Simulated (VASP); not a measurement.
# Re in VASP: notebook

Aim: see how the results for Re move with the level of theory and the settings. Levels: LDA, PBEsol. Tasks: work function.

Program: VASP 6.6.1. These are calculated values, not measurements. Logs are shortened: lines on timing, memory, paths and dates and some standing lists are left out, and cuts for length are marked.

### 1 Starting point

The cell holds a slab with vacuum, 6 atoms: a = 2.760 Å, b = 4.457 Å, c = 15.577 Å, α = 90.00°, β = 90.00°, γ = 90.00°.

The cell was built by a generator and needn't be a form met in nature.

### 2 Work function, LDA

INCAR

```
SYSTEM = Re
ALGO = Normal ; DIPOL = 0.5 0.5 0.500
EDIFF = 1E-6 ; ENCUT = 300
GGA = CA ; IDIPOL = 3
ISIF = 2 ; ISMEAR = 1
LASPH = .True. ; LCHARG = .False.
LDIPOL = .True. ; LREAL = .False.
LVACPOTAV = .True. ; LVHAR = .True.
LWAVE = .False. ; NELM = 60
PREC = Accurate ; SIGMA = 0.1
```

KPOINTS

```
k-points
0
Gamma
  6 4 1
  0 0 0
```

POSCAR

```
Re
1.0
    2.7600000000      0.0000000000      0.0000000000
    0.0000000000      4.4574000000      0.0000000000
    0.0000000000      0.0000000000     15.5772036007
Re
6
Direct
    0.0000000000      0.0000000000      0.3209818738
    0.5000000000      0.0000000000      0.4744259820
    0.5000000000      0.5000000000      0.3721299099
    0.0000000000      0.0000000000      0.6278700901
    0.0000000000      0.5000000000      0.5255740180
    0.5000000000      0.5000000000      0.6790181262
```

Potentials or basis: VASP PAW LDA potentials, release 64 (Re).

On the command line:

```console
$ cat potpaw_LDA.64/Re/POTCAR > POTCAR
$ mpirun -np 1 vasp_std > vasp.out
```

OUTCAR:

```text
SYSTEM = Re
   EDIFF = 1E-6
   ENCUT = 300
   GGA = CA
   ISIF = 2
   ISMEAR = 1
   LASPH = .True.
   LREAL = .False.
   NELM = 60
   PREC = Accurate

 ion  position               nearest neighbor table
   1  0.000  0.000  0.321-   3 2.74   3 2.74   3 2.74   3 2.74   2 2.76   2 2.76
   2  0.500  0.000  0.474-   5 2.74   5 2.74   5 2.74   5 2.74   3 2.74   3 2.74   4 2.76   4 2.76
                             1 2.76   1 2.76
   3  0.500  0.500  0.372-   2 2.74   2 2.74   1 2.74   1 2.74   1 2.74   1 2.74   5 2.76   5 2.76

   4  0.000  0.000  0.628-   5 2.74   5 2.74   6 2.74   6 2.74   6 2.74   6 2.74   2 2.76   2 2.76

   5  0.000  0.500  0.526-   2 2.74   2 2.74   2 2.74   2 2.74   4 2.74   4 2.74   3 2.76   3 2.76
                             6 2.76   6 2.76
   6  0.500  0.500  0.679-   4 2.74   4 2.74   4 2.74   4 2.74   5 2.76   5 2.76

  LATTYP: Found a simple orthorhombic cell.
 ALAT       =     2.7600000000
 B/A-ratio  =     1.6150000000
 C/A-ratio  =     5.6439143481

  Lattice vectors:

 A1 = (   2.7600000000,   0.0000000000,   0.0000000000)
 A2 = (   0.0000000000,   4.4574000000,   0.0000000000)
 A3 = (   0.0000000000,   0.0000000000,  15.5772036007)

Analysis of symmetry for initial positions (statically):
=====================================================================
 Subroutine PRICEL returns:
 Original cell was already a primitive cell.

 Routine SETGRP: Setting up the symmetry group for a
 simple orthorhombic supercell.

 Subroutine GETGRP returns: Found  8 space group operations
 (whereof  4 operations were pure point group operations)
 out of a pool of  8 trial point group operations.

The static configuration has the point symmetry C_2v.
 The point group associated with its full space group is D_2h.

Analysis of symmetry for dynamics (positions and initial velocities):
=====================================================================
 Subroutine PRICEL returns:
 Original cell was already a primitive cell.

 Routine SETGRP: Setting up the symmetry group for a
 simple orthorhombic supercell.

 Subroutine GETGRP returns: Found  8 space group operations
 (whereof  4 operations were pure point group operations)
 out of a pool of  8 trial point group operations.

The dynamic configuration has the point symmetry C_2v.
 The point group associated with its full space group is D_2h.

 Subroutine INISYM returns: Found  8 space group operations
 (whereof  4 operations are pure point group operations),
 and found     1 'primitive' translations

----------------------------------------------------------------------------------------

                                     Primitive cell

  volume of cell :     191.6374

  direct lattice vectors                    reciprocal lattice vectors
     2.760000000  0.000000000  0.000000000     0.362318841  0.000000000  0.000000000
     0.000000000  4.457400000  0.000000000     0.000000000  0.224346031  0.000000000
     0.000000000  0.000000000 15.577203601     0.000000000  0.000000000  0.064196375

  length of vectors
     2.760000000  4.457400000 15.577203601     0.362318841  0.224346031  0.064196375

  position of ions in fractional coordinates (direct lattice)
     0.000000000  0.000000000  0.320981874
     0.500000000  0.000000000  0.474425982
     0.500000000  0.500000000  0.372129910
     0.000000000  0.000000000  0.627870090
     0.000000000  0.500000000  0.525574018
     0.500000000  0.500000000  0.679018126

  ion indices of the primitive-cell ions
   primitive index   ion index
                 1           1
                 2           2
                 3           3
                 4           4
                 5           5
                 6           6

----------------------------------------------------------------------------------------

 KPOINTS: k-points

Automatic generation of k-mesh.
 Grid dimensions read from file:
 generate k-points for:    6    4    1

 Generating k-lattice:

  Cartesian coordinates                     Fractional coordinates (reciprocal lattice)
     0.060386473  0.000000000  0.000000000     0.166666667  0.000000000  0.000000000
     0.000000000  0.056086508  0.000000000     0.000000000  0.250000000  0.000000000
     0.000000000  0.000000000  0.064196375     0.000000000  0.000000000  1.000000000

  Length of vectors
     0.060386473  0.056086508  0.064196375

  Shift w.r.t. Gamma in fractional coordinates (k-lattice)
     0.000000000  0.000000000  0.000000000

 Subroutine IBZKPT returns following result:
 ===========================================

 Found     12 irreducible k-points:

 Following reciprocal coordinates:
            Coordinates               Weight
  0.000000  0.000000  0.000000      1.000000
  0.166667  0.000000  0.000000      2.000000
  0.333333  0.000000  0.000000      2.000000
  0.500000  0.000000  0.000000      1.000000
  0.000000  0.250000  0.000000      2.000000
  0.166667  0.250000  0.000000      4.000000
  0.333333  0.250000  0.000000      4.000000
  0.500000  0.250000  0.000000      2.000000
  0.000000  0.500000  0.000000      1.000000
  0.166667  0.500000  0.000000      2.000000
  0.333333  0.500000  0.000000      2.000000
  0.500000  0.500000  0.000000      1.000000
   k-points           NKPTS =     12   k-points in BZ     NKDIM =     12   number of bands    NBANDS=     25
   number of dos      NEDOS =    301   number of ions     NIONS =      6
   total plane-waves  NPLWV =  40320
   dimension x,y,z NGX =    16 NGY =   28 NGZ =   90
   dimension x,y,z NGXF=    32 NGYF=   56 NGZF=  180
   ions per type =               6
   NGX,Y,Z   is equivalent  to a cutoff of   9.64, 10.44,  9.61 a.u.
   NGXF,Y,Z  is equivalent  to a cutoff of  19.27, 20.89, 19.21 a.u.
 SYSTEM =  Re
   PREC   = accura    normal or accurate (medium, high low for compatibility)
   ISTART =      0    job   : 0-new  1-cont  2-samecut
   ICHARG =      2    charge: 1-file 2-atom 10-const
   ISPIN  =      1    spin polarized calculation?
   LNONCOLLINEAR =      F non collinear calculations
   LSORBIT =      F    spin-orbit coupling
   LASPH  =      T    aspherical Exc in radial PAW
   ENCUT  =  300.0 eV  22.05 Ry    4.70 a.u.   3.90  6.30 22.00*2*pi/ulx,y,z
   NELM   =     60;   NELMIN=  2; NELMDL= -5     # of ELM steps
   EDIFF  = 0.1E-05   stopping-criterion for ELM
   LREAL  =      F    real-space projection
   EDIFFG = 0.1E-04   stopping-criterion for IOM
   NSW    =      0    number of steps for IOM
   IBRION =     -1    ionic relax: 0-MD 1-quasi-New 2-CG
   NFREE  =      0    steps in history (QN), initial steepest desc. (CG)
   ISIF   =      2    stress and relaxation
   ISYM   =      2    0-nonsym 1-usesym 2-fastsym
   POTIM  = 0.5000    time-step for ionic-motion
   TEBEG  =    0.0;   TEEND  =   0.0 temperature during run
   PSTRESS=    0.0 pullay stress
   NELECT =      42.0000    total number of electrons
   NUPDOWN=      -1.0000    fix difference up-down
   EMIN   =  10.00;   EMAX   =-10.00  energy-range for DOS
   EFERMI =   0.00;   METHOD = LEGACY
   ISMEAR =     1;   SIGMA  =   0.10  broadening in eV -4-tet -1-fermi 0-gaus
   EFERMI_NEDOS =   21; number of points for ismear=-14 and -15
   IALGO  =     38    algorithm
   IMIX   =      4    mixing-type and parameters
     AMIX     =   0.40;   BMIX     =  1.00
     AMIX_MAG =   1.60;   BMIX_MAG =  1.00
  volume/ion in A,a.u.               =      31.94       215.54
  Fermi-wavevector in a.u.,A,eV,Ry     =   0.987032  1.865220 13.255231  0.974232
  Thomas-Fermi vector in A             =   2.118456
   LORBIT       =      0    0 simple, 1 ext, 2 COOP (PROOUT), +10 PAW based schemes
   GGA     = CA    functional components
   LHFCALC =     F    Hartree Fock is set to
   AEXX    =    0.0000 exact exchange contribution
   IVDW    =     0    specifies the selected vdW correction
   LEPSILON=     F    determine dielectric tensor
   LRPA    =     F    only Hartree local field effects (RPA)
 non-spin polarized calculation
 Methfessel and Paxton  Order N= 1 SIGMA  =   0.10
  energy-cutoff  :      300.00
  volume of cell :      191.64
 maximum number of plane-waves:      2312
 NGX is ok and might be reduce to    16
   NGX =  7   NGY = 13   NGZ = 43

 dipolmoment           0.000000      0.000000      0.000000 electrons x Angstroem

 number of electron      41.9999989 magnetization

 dipolmoment           0.000000      0.000000     -0.000000 electrons x Angstroem

 Free energy of the ion-electron system (eV)
  ---------------------------------------------------
  ext. energy  EPLUGINS =         0.00000000
  ---------------------------------------------------
  free energy    TOTEN  =       -76.82822817 eV

  energy without entropy =      -76.82657728  energy(sigma->0) =      -76.82767787

 E-fermi :   1.0228     XC(G=0):  -7.8025

 val. band max:        0.9926218816   @ k =   0.5000   0.5000   0.0000
 cond. band min:       1.0301917349   @ k =   0.3333   0.5000   0.0000
 fundamental gap:      0.0375698532
 Fermi energy:         1.0228039190

 k-point     1 :       0.0000    0.0000    0.0000
  band No.  band energies     occupation
      1      -8.0208      2.00000
      2      -6.0843      2.00000
      3      -4.9605      2.00000
      4      -4.9437      2.00000
      5      -4.5027      2.00000
      6      -3.7447      2.00000
[... 17 lines left out ...]
     24       1.0719      0.26929
     25       1.4889     -0.00000

 k-point     2 :       0.1667    0.0000    0.0000
  band No.  band energies     occupation
      1      -7.2385      2.00000
      2      -5.3323      2.00000
      3      -4.2529      2.00000
      4      -4.1733      2.00000
      5      -3.7044      2.00000
      6      -3.6791      2.00000
[... 17 lines left out ...]
     24       1.3099     -0.00038
     25       1.7017     -0.00000
[... 250 lines left out ...]
     24       1.5104     -0.00000
     25       2.8637     -0.00000

 k-point    12 :       0.5000    0.5000    0.0000
  band No.  band energies     occupation
      1      -4.8334      2.00000
      2      -4.8334      2.00000
      3      -4.5052      2.00000
      4      -4.5052      2.00000
      5      -3.6393      2.00000
      6      -3.6393      2.00000
[... 17 lines left out ...]
     24       2.7360     -0.00000
     25       3.0227     -0.00000

------------------------ aborting loop because EDIFF is reached ----------------------------------------

  FORCE on cell =-STRESS in cart. coord.  units (eV):
  Direction    XX          YY          ZZ          XY          YZ          ZX
  --------------------------------------------------------------------------------------
  -------------------------------------------------------------------------------------
  Total      -15.0940239    -18.4241421    -10.8653590      0.0000000      0.0000000      0.0000000
  in kB     -126.1930476   -154.0343814    -90.8394459      0.0000000      0.0000000      0.0000000
  external PRESSURE =    -123.6889583 kB  Pullay stress =       0.0000000 kB

 VOLUME and BASIS-vectors are now :
 -----------------------------------------------------------------------------
  energy-cutoff  :      300.00
  volume of cell :      191.64
      direct lattice vectors                 reciprocal lattice vectors
     2.760000000  0.000000000  0.000000000     0.362318841  0.000000000  0.000000000
     0.000000000  4.457400000  0.000000000     0.000000000  0.224346031  0.000000000
     0.000000000  0.000000000 15.577203601     0.000000000  0.000000000  0.064196375

 POSITION                                       TOTAL-FORCE (eV/Angst)
 -----------------------------------------------------------------------------------
      0.00000      0.00000      5.00000         0.000000      0.000000      1.934534
      1.38000      0.00000      7.39023         0.000000      0.000000     -0.594551
      1.38000      2.22870      5.79674         0.000000      0.000000     -0.049570
      0.00000      0.00000      9.78046         0.000000      0.000000      0.049570
      0.00000      2.22870      8.18697         0.000000      0.000000      0.594551
      1.38000      2.22870     10.57720         0.000000      0.000000     -1.934534
 -----------------------------------------------------------------------------------
    total drift:                                0.000000      0.000000     -0.000000

  FREE ENERGIE OF THE ION-ELECTRON SYSTEM (eV)
  ---------------------------------------------------
  free  energy   TOTEN  =       -76.8282281671 eV

  energy  without entropy=      -76.8265772838  energy(sigma->0) =      -76.82767787

 vacuum level on the upper side and lower side of the slab         6.031         6.031
```

It took 43 s on 1 thread of Intel Xeon Platinum 8559C (Emerald Rapids), shared host; peak memory 0.16 GiB.

What came out:

| Quantity | Value |
| --- | --- |
| Free energy | -76.8282 eV |
| Largest force | 1.935 eV/Å |
| Band gap on the k mesh | none (metal or under the smearing width) |
| Work function of the upper face | 5.01 eV |
| Work function of the lower face | 5.01 eV |

Forces on the atoms (eV/Å):
```
Re   0.000  0.000  1.935
Re   0.000  0.000 -0.595
Re   0.000  0.000 -0.050
Re   0.000  0.000  0.050
Re   0.000  0.000  0.595
Re   0.000  0.000 -1.935
```

Levels at points of the mesh, in eV from the Fermi level:
| k point | band 18 | band 19 | band 20 | band 21 | band 22 | band 23 |
| --- | --- | --- | --- | --- | --- | --- |
| (0.00, 0.00, 0.00) | -0.85 | -0.80 | -0.43 | -0.42 | -0.21 | -0.15 |
| (0.50, 0.00, 0.00) | -0.68 | -0.34 | -0.34 | 1.23 | 1.23 | 1.37 |
| (0.00, 0.50, 0.00) | -1.23 | -0.32 | -0.32 | 0.01 | 0.01 | 0.69 |
| (0.50, 0.50, 0.00) | -0.24 | -0.03 | -0.03 | 1.08 | 1.08 | 1.71 |

Caveat: the k mesh is coarse (spacing up to 0.38 Å⁻¹), so the values aren't converged.

(Continued in part 2 of 2.)
